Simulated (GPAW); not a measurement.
Write an ASE script for GPAW 26.7.0 that does the following.

* Task: relaxation of cell and atoms
* Functional: PBEsol
* Potentials or basis: PAW data sets generated in the run's folder for this functional
* Cutoff: 600 eV
* Basis: pw
* k mesh: 10 × 10 × 8
* Occupations: fermi-dirac, width 0.05 eV
* Spin: no spin polarisation
* Target pressure: 20 GPa
* Maxiter: 150
* Optimizer: BFGS
* Fmax: 0.02 eV/Å
* Max steps: 60
* Target pressure: 20 GPa
* Convergence: density=1e-05 forces=0.0001

Crystal: MoP.

```
CELL_PARAMETERS angstrom
3.22300 0.00000 0.00000
-1.61150 2.79120 0.00000
0.00000 0.00000 3.19100
ATOMIC_POSITIONS crystal
Mo 0.00000 0.00000 0.00000
P 0.33333 0.66667 0.50000
```

The input as run:

run.py

```python
from ase import Atoms
from ase.filters import FrechetCellFilter
from ase.io import write
from ase.optimize import BFGS
from ase.units import GPa
from gpaw import GPAW, PW, setup_paths

setup_paths.insert(0, '.')

atoms = Atoms(['Mo', 'P'],
              cell=[[3.223, 0.0, 0.0],
                    [-1.6115, 2.7911998764, 0.0],
                    [0.0, 0.0, 3.191]],
              scaled_positions=[[0.0, 0.0, 0.0],
                                [0.3333333333, 0.6666666667, 0.5]],
              pbc=True)

calc = GPAW(mode=PW(600),
            xc='PBEsol',
            kpts={'size': (10, 10, 8), 'gamma': True},
            occupations={'name': 'fermi-dirac', 'width': 0.05},
            nbands=20,
            convergence={'density': 1e-05, 'forces': 0.0001},
            maxiter=150,
            txt='gpaw.txt')
atoms.calc = calc
opt = BFGS(FrechetCellFilter(atoms, scalar_pressure=20 * GPa), trajectory='relax.traj', logfile='-')
done = opt.run(fmax=0.02, steps=60)
calc.write('gs.gpw')
write('result.traj', atoms)
print('Converged:', done)
print('Cell:', atoms.cell.cellpar().round(4))
print('Volume:', round(atoms.get_volume(), 4))
print(atoms.get_scaled_positions().round(5))
```

Potentials or basis: PAW data sets generated in the run's folder for this functional, pw.

Launch:

```sh
$ gpaw-setup -f PBEsol Mo P
$ OMP_NUM_THREADS=1 python run.py
```

Results of the run:

```yaml
Relaxed_volume: 13.14 Å³/atom
Relaxed_cell: a = 3.115 Å, b = 3.115 Å, c = 3.129 Å, α = 90.00°, β = 90.00°, γ = 120.00°
Space_group_after_relaxing_to_0.05_Å: P-6m2 (No. 187)
Energy_change_on_relaxing_the_enthalpy_is_what_falls: +56.4 meV/atom
Ionic_steps: 7
Pressure_after_relaxing: 19.9 GPa
Band_gap_on_the_k_mesh: none (metal or under the smearing width)
```

Caveat: later steps reuse the first step's grids.

Run time: 2.6 min on 1 thread of Arm Neoverse V1, on a shared host, peak memory 0.25 GiB.
